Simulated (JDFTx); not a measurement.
Crystal: AlNi.

```xyz
2
Lattice="2.8810 0.0000 0.0000 0.0000 2.8810 0.0000 0.0000 0.0000 2.8810" Properties=species:S:1:pos:R:3 pbc="T T T"
Ni    1.4405    1.4405    1.4405
Al    0.0000    0.0000    0.0000
```

```yaml
Program: JDFTx 1.7.0 (patched build)
Task: relaxation of cell and atoms
Functional: PBEsol
Potentials_or_basis: PseudoDojo-SR-PBE-0.5-standard with smoothed tails
Cutoff: 1333 eV
Density_cutoff: 10667 eV
k_mesh: 4 × 4 × 4
Occupations: fermi-dirac, width 0.05 eV
Spin: collinear spin, ferromagnetic start
Starting_moments: "[1.0, 0.0] μB"
```

At the start: pressure -3.8 GPa; volume 11.96 Å³/atom.

Q: Where does the relaxation end?

A: Over 5 steps the energy falls by 3.2 meV/atom and the volume is 11.69 Å³/atom (-2.2 %); space group Pm-3m (No. 221, to 0.05 Å); moment 0.00 μB per cell.

Step by step:
| step | energy change (eV) | largest force (eV/Å) | pressure (GPa) | volume (Å³) |
| --- | --- | --- | --- | --- |
| 1 | 0.0000 | 0.0000 | -3.78 | 23.91 |
| 2 | -0.0031 | 0.0000 | -2.75 | 23.76 |
| 3 | -0.0064 | 0.0000 | -0.01 | 23.38 |
| 4 | -0.0064 | 0.0000 | 0.00 | 23.38 |
| 5 | -0.0064 | 0.0000 | 0.00 | 23.38 |

Final structure:
```
Ni Al
1.0
     2.85956    0.00000    0.00000
     0.00000    2.85956    0.00000
     0.00000    0.00000    2.85956
Ni Al
1 1
Direct
  0.50000 0.50000 0.50000
  0.00000 0.00000 0.00000
```

Caveat: the k mesh is coarse (spacing up to 0.55 Å⁻¹), so the values aren't converged; the potentials were made for another functional, which shifts forces and pressure.
